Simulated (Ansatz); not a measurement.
# Phonons of Au-Re-Au stack of (100) layers, part 2 of 3

Question: is the lattice of Au-Re-Au stack of (100) layers stable, and if so, what are its coupling constant and resistivity?

Ansatz 0.2.0; DFT PBE, scalar-relativistic, plane waves, PAW.

So far: The structure; Rough relaxation.

### 3. Relaxation

Lattice constant and positions set the bands and the force constants, so the cell is relaxed first.

Input file input.yaml:

```yaml
crystal:
  lattice:
    - [2.7324047144, 0.0, 0.0]
    - [0.0, 2.7324047144, 0.0]
    - [0.0, 0.0, 31.577680479]
  atoms:
    - { symbol: Au, position: [0.0, 0.0, 0.1692205804] }
    - { symbol: Re, position: [0.5, 0.5, 0.2357494245] }
    - { symbol: Au, position: [0.0, 0.0, 0.3022782686] }
  periodic: [true, true, false]
kpoints:
  mp_grid: { grid: [10, 10, 1] }
hamiltonian:
  xc: pbe
scf:
  occupations: { method: gaussian, width: 0.1 }
output:
  forces: true
  stress: true
  eigenvalues: true
  write_density: true
  write_potential: true
  elf: true
  volumetric_format: npy
relax:
  adjacent_minimum: "off"
  f_tol: 0.005
  max_steps: 80
  cell: { stress_2d_tol: 0.02 }
```

Launch:

```
$ ansatz run input.yaml --threads 4 --pin off --max-ram 16384MiB --backend cpu --events-out ev --progress --plain --runs-dir out
```

Numbers of over 12 decimals in the logs are rounded to 6 here.

The program printed:

```text
[the first part of the log is left out]
  E_vxc        = -851.175198  (∫ρ·V_xc dr)
  E_paw        = -28071.399352  (= ΣΔE_a)
  E_vpaw       = -864.719108  (= ΣTr[D̂ρ^β])
  E_aug_tail   = 0.002756  (compensation charges beyond the density's cutoff)
  E_ewald      = 91326.315809
  E_smearing   = -0.018560  (= −TS)
  E_closure    = -0.000000  (closes the sum)
  Σ components = -37164.375413   (vs F -37164.375413, Δ=0.00e0)
--- Forces (eV/Å), atoms counted from 1 ---
  atom   1  Au     0.00000000     0.00000000     0.00023758
  atom   2  Re    -0.00000000    -0.00000000     0.00000000
  atom   3  Au     0.00000000     0.00000000    -0.00023758
  max |Σ_I F_I| component: 1.77e-28 eV/Å
--- 2D stress c σ (N/m, compression-positive) ---
        0.003755       0.000000       0.000000
        0.000000       0.003755       0.000000
        0.000000       0.000000       0.000000
  P = ½ c Tr σ = 0.0038 N/m
--- Band table (eV; the first three rows and the last of 21) ---
[...]
--- Relaxed structure (5 steps of the walk, 5 accepted, 1 SCFs on fresh bases) ---
[...]
cell:  # Å, volume = 236.7895 Å³
    - [2.738364, 0, 0.0]
    - [0, 2.738364, 0.0]
    - [0.0, 0.0, 31.577680479]
  atoms:
    - { symbol: Au, position: [0, 0, 0.169413] }
    - { symbol: Re, position: [0.500000, 0.500000, 0.235749] }
    - { symbol: Au, position: [0, 0, 0.302086] }
```

Run time: 20 s. Hardware: 4 threads of Arm Neoverse V1, shared host; peak memory 0.63 GiB; 76 s of CPU time.

The steps of the relaxation:

| step | energy less that of the first step (eV) | largest force component (eV/Å) | volume (Å³) |
| --- | --- | --- | --- |
| 1 | 0.0000 | 0.0119 | 235.76 |
| 2 | 0.0001 | 0.0445 | 236.90 |
| 3 | -0.0003 | 0.0112 | 236.49 |
| 4 | -0.0003 | 0.0045 | 236.58 |
| 5 | -0.0003 | 0.0002 | 236.79 |
| 6 | -0.0004 | 0.0002 | 236.79 |

The log counts 1 steps on a newly chosen plane-wave basis, not all of them marked here; energy and pressure can jump at such steps.

| cell as run | before | after | change |
| --- | --- | --- | --- |
| a (Å) | 2.732 | 2.738 | +0.2 % |
| b (Å) | 2.732 | 2.738 | +0.2 % |

The relaxed structure:

```xyz
3
Lattice="2.7384 0.0000 0.0000 0.0000 2.7384 0.0000 0.0000 0.0000 31.5777" Properties=species:S:1:pos:R:3
Au    0.0000    0.0000    5.3497
Re    1.3692    1.3692    7.4444
Au    0.0000    0.0000    9.5392
```

Electrostatic potential energy in the ca plane at fractional y = 0.000, with atoms of Au within 0.2 Å of it. With pseudopotentials it is smooth inside the atoms' cores, unlike the true potential.

Ten even steps from '0' (-55 eV) to '9' (0 eV), each cell a mean:
```
99999999999951001689999830003799999999999999
99999999999973113799999862126899999999999999
99999999999997667898889986568999999999999999
99999999999999888998888998889999999999999999
99999999999998778998888988789999999999999999
99999999999985335899889874247999999999999999
99999999999961001689999840004899999999999999
99999999999850000589999720002799999999999999
```
Columns run along c (16.0 Å, from fractional 0.00 to 0.51 of the cell; values clipped at the 3rd and 97th percentile), rows up along a (2.7 Å). Atoms in or near the plane, at fractional coordinates: Au at (0.17, 0.00), Au at (0.30, 0.00).

ELF in the ca plane at fractional y = 0.000, with atoms of Au within 0.2 Å of it. It is the smooth field of the valence electrons, not physical close to the nuclei.

Ten even steps from '0' (0.00) to '9' (0.75), each cell a mean:
```
00000000012357887533333368986432100000000000
00000000012345765433443346765321000000000000
00000000011234443344554334443321000000000000
00000000001233333345554433333321000000000000
00000000001233333345554333333321000000000000
00000000012345654334444345654321000000000000
00000000012356886433333357876432100000000000
00000000012467997533332468987532100000000000
```
Columns run along c (16.0 Å, from fractional 0.00 to 0.51 of the cell), rows up along a (2.7 Å). Atoms in or near the plane, at fractional coordinates: Au at (0.17, 0.00), Au at (0.30, 0.00).

Valence density in the ca plane at fractional y = 0.000, with atoms of Au within 0.2 Å of it. It is the smooth field of the valence electrons, not physical close to the nuclei.

Values in e/Å³, 5 rows by 16 columns, each cell a mean:
```
 0  0  0  0  1  8  1  0  1  8  2  0  0  0  0  0
 0  0  0  0  0  1  0  0  0  1  0  0  0  0  0  0
 0  0  0  0  0  0  0  0  0  0  0  0  0  0  0  0
 0  0  0  0  1  3  1  0  0  3  1  0  0  0  0  0
 0  0  0  0  2 10  1  0  1 10  3  0  0  0  0  0
```
Columns run along c (16.0 Å, from fractional 0.00 to 0.51 of the cell), rows up along a (2.7 Å). Atoms in or near the plane, at fractional coordinates: Au at (0.17, 0.00), Au at (0.30, 0.00).

### 4. Relaxing tightly for phonons

Residual forces and stress shift phonon frequencies, so the cell is relaxed again, with tight thresholds and the mesh and smearing of this input.

input.yaml, the sections that differ from step 3:

```yaml
crystal:
  lattice:
    - [2.7383637838, 0.0, 0.0]
    - [0.0, 2.7383637838, 0.0]
    - [0.0, 0.0, 31.577680479]
  atoms:
    - { symbol: Au, position: [0.0, 0.0, 0.1694129425] }
    - { symbol: Re, position: [0.5, 0.5, 0.2357494245] }
    - { symbol: Au, position: [0.0, 0.0, 0.3020859065] }
  periodic: [true, true, false]
kpoints:
  mp_grid: { grid: [9, 9, 1] }
scf:
  occupations: { method: methfessel_paxton, width: 0.2 }
relax:
  adjacent_minimum: "off"
  f_tol: 0.001
  max_steps: 60
  cell: { stress_2d_tol: 0.002 }
# hamiltonian, output: as in step 3
```

The program printed:

```text
[the first part of the log is left out]
  E_vxc        = -851.267692  (∫ρ·V_xc dr)
  E_paw        = -28071.365251  (= ΣΔE_a)
  E_vpaw       = -864.627262  (= ΣTr[D̂ρ^β])
  E_aug_tail   = 0.002748  (compensation charges beyond the density's cutoff)
  E_ewald      = 91874.175362
  E_smearing   = -0.001396  (= −TS)
  E_closure    = 0.000000  (closes the sum)
  Σ components = -37164.427790   (vs F -37164.427790, Δ=0.00e0)
--- Forces (eV/Å), atoms counted from 1 ---
  atom   1  Au     0.00000000    -0.00000000    -0.00003348
  atom   2  Re    -0.00000000     0.00000000     0.00000000
  atom   3  Au    -0.00000000     0.00000000     0.00003348
  max |Σ_I F_I| component: 1.89e-29 eV/Å
--- 2D stress c σ (N/m, compression-positive) ---
        0.000948       0.000000       0.000000
        0.000000       0.000948      -0.000000
        0.000000      -0.000000       0.000000
  P = ½ c Tr σ = 0.0009 N/m
--- Band table (eV; the first three rows and the last of 15) ---
[...]
--- Relaxed structure (6 steps of the walk, 6 accepted, 1 SCFs on fresh bases) ---
[...]
cell:  # Å, volume = 235.0579 Å³
    - [2.728333, 0, 0]
    - [0, 2.728333, 0]
    - [0, 0, 31.577680479]
  atoms:
    - { symbol: Au, position: [0, 0, 0.169081] }
    - { symbol: Re, position: [0.5, 0.5, 0.235749] }
    - { symbol: Au, position: [0, 0, 0.302418] }
```

Wall time 18 s (4 threads); peak memory 0.62 GiB; 65 s of CPU time.

Relaxation path:

| step | energy less that of the first step (eV) | largest force component (eV/Å) | volume (Å³) |
| --- | --- | --- | --- |
| 1 | 0.0000 | 0.0175 | 236.79 |
| 2 | -0.0003 | 0.0748 | 234.82 |
| 3 | -0.0012 | 0.0186 | 235.53 |
| 4 | -0.0013 | 0.0081 | 235.37 |
| 5 | -0.0014 | 0.0005 | 235.08 |
| 6 | -0.0014 | 0.0000 | 235.06 |
| 7 | -0.0011 | 0.0000 | 235.06 |

The log counts 1 steps on a newly chosen plane-wave basis, not all of them marked here; energy and pressure can jump at such steps.

| cell as run | before | after | change |
| --- | --- | --- | --- |
| a (Å) | 2.738 | 2.728 | -0.4 % |
| b (Å) | 2.738 | 2.728 | -0.4 % |

The atoms that moved most (Å, along periodic axes as changes of fractional coordinates times the final cell, across vacuum about the mean position):

| atom | dx | dy | dz | length |
| --- | --- | --- | --- | --- |
| Au1 | 0.000 | 0.000 | -0.010 | 0.010 |
| Au3 | 0.000 | 0.000 | 0.010 | 0.010 |

Final coordinates:

```xyz
3
Lattice="2.7283 0.0000 0.0000 0.0000 2.7283 0.0000 0.0000 0.0000 31.5777" Properties=species:S:1:pos:R:3
Au    0.0000    0.0000    5.3392
Re    1.3642    1.3642    7.4444
Au    0.0000    0.0000    9.5496
```

Electrostatic potential energy in the ca plane at fractional y = 1.000, with atoms of Au within 0.2 Å of it. With pseudopotentials it is smooth inside the atoms' cores, unlike the true potential.

Ten even steps from '0' (-55 eV) to '9' (0 eV), each cell a mean:
```
99999999999851001689999830003799999999999999
99999999999973114799999862125899999999999999
99999999999987667898888986568999999999999999
99999999999999888998888998889999999999999999
99999999999998778998888988788999999999999999
99999999999985335899889874237999999999999999
99999999999961001689999840004899999999999999
99999999999850000589999720002799999999999999
```
Columns run along c (16.0 Å, from fractional 0.00 to 0.51 of the cell; values clipped at the 3rd and 97th percentile), rows up along a (2.7 Å). Atoms in or near the plane, at fractional coordinates: Au at (0.17, 0.00), Au at (0.30, 0.00).

Valence density in the ca plane at fractional y = 1.000, with atoms of Au within 0.2 Å of it. It is the smooth field of the valence electrons, not physical close to the nuclei.

Ten steps, logarithmic in the rise over the least value, from '0' (0 e/Å³) to '9' (14 e/Å³), each cell a mean:
```
00000000000258997422112368986310000000000000
00000000000136776322222247775210000000000000
00000000000123443222222234543100000000000000
00000000000012222222322222322100000000000000
00000000000112333222222223332100000000000000
00000000000135665322222246664200000000000000
00000000000247887422222358986310000000000000
00000000000258998521112369997310000000000000
```
Columns run along c (16.0 Å, from fractional 0.00 to 0.51 of the cell), rows up along a (2.7 Å). Atoms in or near the plane, at fractional coordinates: Au at (0.17, 0.00), Au at (0.30, 0.00).

ELF in the ca plane at fractional y = 1.000, with atoms of Au within 0.2 Å of it. It is the smooth field of the valence electrons, not physical close to the nuclei.

Ten even steps from '0' (0.00) to '9' (0.74), each cell a mean:
```
00000000012457887433333367986432100000000000
00000000012346765433443346765321000000000000
00000000011234443344544334443321000000000000
00000000001233333345554433333321000000000000
00000000001233333344554333333321000000000000
00000000012345654334444345654321000000000000
00000000012356886433433357876432100000000000
00000000012467997533332368987532100000000000
```
Columns run along c (16.0 Å, from fractional 0.00 to 0.51 of the cell), rows up along a (2.7 Å). Atoms in or near the plane, at fractional coordinates: Au at (0.17, 0.00), Au at (0.30, 0.00).

The relaxation ends with a largest force component of 3.3e-5 eV/Å.

### 5. Phonons by linear response: q 2×2×1, k 6×6×1

Before any scattering is computed, the phonons show whether the structure is a minimum.

Input file input.yaml:

```yaml
crystal:
  lattice:
    - [2.7283325482, 0.0, 0.0]
    - [0.0, 2.7283325482, 0.0]
    - [0.0, 0.0, 31.577680479]
  atoms:
    - { symbol: Au, position: [0.0, 0.0, 0.169081167] }
    - { symbol: Re, position: [0.5, 0.5, 0.2357494245] }
    - { symbol: Au, position: [0.0, 0.0, 0.302417682] }
  periodic: [true, true, false]
kpoints:
  mp_grid: { grid: [6, 6, 1] }
hamiltonian:
  xc: pbe
scf:
  occupations: { method: methfessel_paxton, width: 0.2 }
output:
  eigenvalues: true
phonons:
  method: dfpt
  qmesh: [2, 2, 1]
  temperatures: { t_max: 1000, t_step: 50 }
  qpath:
    path: [[0.0, 0.0, 0.0], [0.0, 0.5, 0.0], [0.5, 0.5, 0.0], [0.0, 0.0, 0.0]]
    npoints: 10
```

The program printed:

```text
Warning: crystal.symmetry: narrowed to the stabiliser of the run's FFT grids — unitary ops 16 → 8. A phonons.method: dfpt run fills in the rows of the dynamical matrix that it does not solve by its symmetry operations, which is exact only for operations that map its FFT grids onto themselves: filled in by any other, the frequencies could depend on the order in which like atoms are typed, or, by more than the grids' own error, on where the crystal sits among the grids' points. Excluded: 8 operations. The run can therefore solve more perturbations, solve them on more k-points, or both, and cost more. [rest of the remark cut]
[...]
Crystal: 3 atoms, lattice volume = 235.058 Å³
Basis set: ecut = 420 eV, 4701 PW (Γ), exchange–correlation on 40×40×432 points (8 copies of the dense FFT grid, shifted against one another)
Bands: 32, of which v1, the nominal top of the filled ones, is band 27 counted from 1 (26 counted from 0)
Symmetry: 16 space group operations
k-points: 10 of 36 (irreducible under 8 space group operations)
[...]
SCF iter   1: F=—  HF=-37164.448889 eV  |F-HF|=—  |Δ(HF+E_count)|=         —  Δρ=9.55e-3  dr2=6.48e-1  ethr=1.77e-3  ⟨swp⟩=13.9  Hψ=2391  notcnv=0
[...]
SCF iter  13: F=-37164.367058 eV  HF=-37164.367058 eV  |F-HF|=7.28e-11  |Δ(HF+E_count)|=  2.11e-10  S|Δr|=    0.00e0  Δρ=2.04e-8  dr2=6.87e-13  ethr=1.00e-12  ⟨swp⟩=17.6  Hψ=2527  notcnv=0
SCF 1 converged in 13 iterations: F = -37164.367058 eV  dr2 = 6.87e-13
[...]
phonons: the bands overlap, so this run is a metal and interpolates without the dipole-dipole term. If the crystal is really an insulator or semiconductor, its LO-TO splitting is missing
NSCF: frozen V_eff on 10 k-points
WARN: eigensolver did not converge (k=0): 1 band(s) unlocked after 2 eigensolves, warm-restarted (20 sweeps on the last) at ethr=2.19e-12 eV (storage-precision floor; scheduled 1.00e-12 eV) (lowest unlocked band 31, counted from 0; max residual 7.17e-4 eV among the unlocked bands, 7.17e-4 eV over every band; other slots of this pass that fall short are told together in one closing line; warning suppressed until the next SCF loop or pass starts)
WARN: eigensolver did not converge in 6 slots of this pass, the one above among them; of largest residual over every band (k=0): 1 band(s) unlocked (lowest unlocked band 31, counted from 0; max residual 7.17e-4 eV among the unlocked bands, 7.17e-4 eV over every band); of lowest unlocked band (k=0): band 31
[...]
DFPT response loops at q = (0, 0, 0) (fractional): preconditioner auto → none (partly filled bands, converged f_vac=0.743); β = 0.50; Broyden in place of MSR1
[...]
SCF converged after 13 iterations
Stability not checked: this state was not tested for a lower state beside it, because cold or Methfessel-Paxton smearing, or corrected tetrahedra, fill the levels in a way that the test cannot read (fill_not_monotonic; see scf.lower_state_search)
Free energy (F): -37164.367058 eV
[...]
Internal energy: -37164.376892 eV  (E = F + TS)
E sigma→0 (E₀):  -37164.369516 eV
Entropy (-TS):   0.009834 eV (3.278 meV/atom)
Fermi energy:    -5.186634 eV
Step filling:    the computed levels leave a gap of 0.0205 eV = 0.1 smearing widths at the electron count; against every level under it full and every level over it empty, smearing changes F+E_penalty+E_count by -2.713 meV and its σ→0 estimate by -5.171 meV
[...]
--- Band table (eV; the first three rows and the last of 10) ---
  k-point 0: bands = [... 23 lower, -7.9324, -7.4287, -7.3985, -5.8712, -4.3780, -4.1199, -4.1199, -2.9432, ... 1 higher]
  k-point 1: bands = [... 23 lower, -7.8381, -7.8310, -7.5690, -5.7055, -4.8353, -4.0121, -3.6845, -2.0684, ... 1 higher]
  k-point 2: bands = [... 23 lower, -8.3754, -8.1583, -5.9917, -5.7482, -4.7861, -3.9090, -3.1325, -0.1884, ... 1 higher]
  k-point 9: bands = [... 23 lower, -6.1742, -6.1736, -4.4629, -1.8051, -1.8051, -0.9252, 1.2594, 1.6926, ... 1 higher]
--- Phonons (Γ-DFPT): 6 representative perturbations + reference (Σ response iterations 27) ---
  ASR residual: 1.150e-4 → 0.000e0 eV/Å²; symmetrization residual: 7.691e-5 eV/Å²
  The last average, over the group as it would stand without the narrowing to the FFT grids, took up to 4.146e-5 eV/Å² of the zone centre's force constants
  ASR residual per site (eV/Å²): 1.03e-4 1.15e-4 7.37e-5
  Γ frequencies (cm⁻¹): 0.00 0.00 0.00 55.05 55.05 89.76 95.20 95.20 141.61
--- Phonons (arbitrary-q DFPT): 3 irreducible q on the 2×2×1 mesh ---
  q = [0.0000, 0.0000, 0.0000] (star 1, of the zone-centre solve; hermiticity 1.65e-5, symmetrization 1.75e-12, taken by the last average 4.45e-6): -0.00 -0.00 0.00 55.05 55.05 89.76 95.20 95.20 141.61
  q = [0.0000, -0.5000, 0.0000] (star 2, 9 solved perturbations on 16 of 36 k-point pairs; hermiticity 1.07e-5, symmetrization 1.32e-8, taken by the last average 2.45e-6): -103.20 43.21 58.02 71.48 82.04 86.36 114.17 170.83 177.64
  q = [-0.5000, -0.5000, 0.0000] (star 1, 6 solved perturbations in 78 linear systems a pass and spin channel, the states on 16 of 36 k-point pairs; hermiticity 4.40e-7, symmetrization 4.14e-9, taken by the last average 2.21e-6): -51.95 -45.29 -45.29 61.33 90.85 159.03 159.03 167.88 167.88
  sum rule: each row above includes the acoustic sum rule's correction from the zone centre's row sums; it moved no ω² by more than (0.41 cm⁻¹)²
  mesh force constants: q→R imaginary residual 1.48e-17; ASR residual 1.150e-4 → 0.000e0 eV/Å²; symmetrization residual 5.329e-15 eV/Å²
  interpolated dispersion: 31 rows × 9 modes
  density of states and harmonic sums: on the 22×22×1 q-mesh, interpolated from the force constants of a 2×2×1 supercell (no non-analytic term)
  largest difference from the sums on the solved wave vectors: F 1.85e-1 eV, S 2.44e-4 and C_V 5.94e-5 eV/K
  zero-point energy: 0.047261 eV/cell   skipped modes (ω ≤ 0): 108, of them read as no rigid motion or as one in doubt: 105 (1.308e0 modes/cell left out, lowest -103.20 cm⁻¹)   left out of the sums: 1.46e-1 of the cell's modes: C_V's classical limit lies that fraction below 3 k_B per atom; for a crystal, a wire or a layer, F and S can be off by more, and a phonons.interpolated_qmesh denser along its periods is the remedy for the sampling
```

It took 92 s on 4 threads; peak memory 0.93 GiB.

Numbers from this step:

```yaml
share_of_imaginary_modes_in_the_plain_interpolation_between_solved_wavevectors: 0.1431
highest_frequency_solved_or_plainly_interpolated: 177.6 cm⁻¹
```

Solved on the 2×2×1 mesh alone; all other wavevectors are interpolated. The phonon branches at the labelled points (cm⁻¹):

| point | branch 1 | branch 2 | branch 3 | branch 4 | branch 5 | branch 6 | branch 7 | branch 8 | branch 9 |
| --- | --- | --- | --- | --- | --- | --- | --- | --- | --- |
| Γ | 0 | 0 | 0 | 55 | 55 | 90 | 95 | 95 | 142 |
| halfway | -66 | 34 | 37 | 50 | 91 | 108 | 111 | 130 | 142 |
| X | -103 | 43 | 58 | 72 | 82 | 86 | 114 | 171 | 178 |
| halfway | -85 | 36 | 47 | 75 | 102 | 116 | 129 | 168 | 170 |
| M | -52 | -45 | -45 | 61 | 91 | 159 | 159 | 168 | 168 |
| halfway | -58 | 13 | 26 | 96 | 112 | 122 | 126 | 132 | 133 |
| Γ | 0 | 0 | 0 | 55 | 55 | 90 | 95 | 95 | 142 |

The phonon branches as a text plot (rows in cm⁻¹):

```
    172 |            ************************
    160 |           ***           ****************
    148 |         **                ***      *******
    137 |*********                **              *****  ********
    125 |       **               *                  *****
    113 |    *********************                ************
    102 | ***  *    ***        *******       *****  ************
     90 |**********************       *******     **     **     *
     78 |  **          ***********              **         *****
     66 | *            ********   **************              **
     55 |*********  ********  ***                             ***
     43 |         ********       *
     31 |      ***               ***                   *******
     20 | ******                                  *******  *****
      8 | *                       **                ***  **
     -4 |****                                              ******
    -15 |    **                     **          **
    -27 |                           **            **     **
    -39 |                             ***  *******
    -51 |      *                       *********       **
    -62 |       **                  ***         *******
    -74 |         **              **
    -86 |           *            *
    -97 |            ************
         Γ               X               M                      Γ
```

Lowest modes at the softest wavevector of the mesh. The modes at q = (0.500, 0.000, 0.000) (shares of kinetic energy by element, %) (negative means imaginary):

| mode | frequency (cm⁻¹) | Au % | Re % |
| --- | --- | --- | --- |
| 1 | -103.2 | 28 | 72 |
| 2 | 43.2 | 100 | 0 |
| 3 | 58.0 | 100 | 0 |
| 4 | 71.5 | 8 | 92 |
| 5 | 82.0 | 0 | 100 |
| 6 | 86.4 | 100 | 0 |

Displacements in mode 1 (-103.2 cm⁻¹), the largest set to 1, in the home cell:
```
Au1  0.00  0.00  0.43
Re2  1.00  0.00  0.00
Au3  0.00  0.00 -0.43
```

Displacements in mode 6 (86.4 cm⁻¹), the largest set to 1, in the home cell:
```
Au1 0.00 0.00 1.00
Re2 0.00 0.00 0.00
Au3 0.00 0.00 1.00
```

Among the solved wavevectors the lowest mode, translations apart, is -103 cm⁻¹, imaginary.

(Part 2 of 3 ends here.)

[Logs are printed without paths, hosts, clocks, repeated set-up lines and the standing remarks that a program may print on its own settings, such as how far it seeks lower states.]

[Hosts, paths, dates, database ids (printed as entryN), source tags and the programs' standing remarks are cut or masked in the printed files.]
